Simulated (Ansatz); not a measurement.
The reference is ZnTe in the zinc blende structure (space group F-43m, No. 216).

```
CELL_PARAMETERS angstrom
      0.00000     3.08959     3.08959
      3.08959     0.00000     3.08959
      3.08959     3.08959     0.00000
ATOMIC_POSITIONS crystal
  Te 0.75000 0.75000 0.75000
  Zn 0.00000 0.00000 0.00000
```

Cartesian axes are those of the cell as printed.

Computed with Ansatz (a first-principles code), PBE, PAW, cutoff 420 eV, no spin-orbit coupling, earlier PAW set.

Before the change:

```
Quantity                             Value
---------------------  -------------------
Valence-band top at Γ  0.00, 0.00, 0.00 eV
Band gap                           1.07 eV
```

It is then changed as follows: the cell is compressed by 5.43 % along y with no lateral relaxation, atoms relaxed at fixed cell.

Question: What happens to the valence-band top at Γ and band gap?

Answer: The valence-band top at Γ (three highest levels, from the VBM) becomes 0.00, -0.19, -0.19 eV (base: 0.00, 0.00, 0.00 eV); the band gap goes up by 0.12 eV, from 1.07 eV to 1.19 eV.

With Te present, leaving out spin-orbit coupling can change the band edges. The cells carry an imposed strain or load. No phonon test of stability was made.
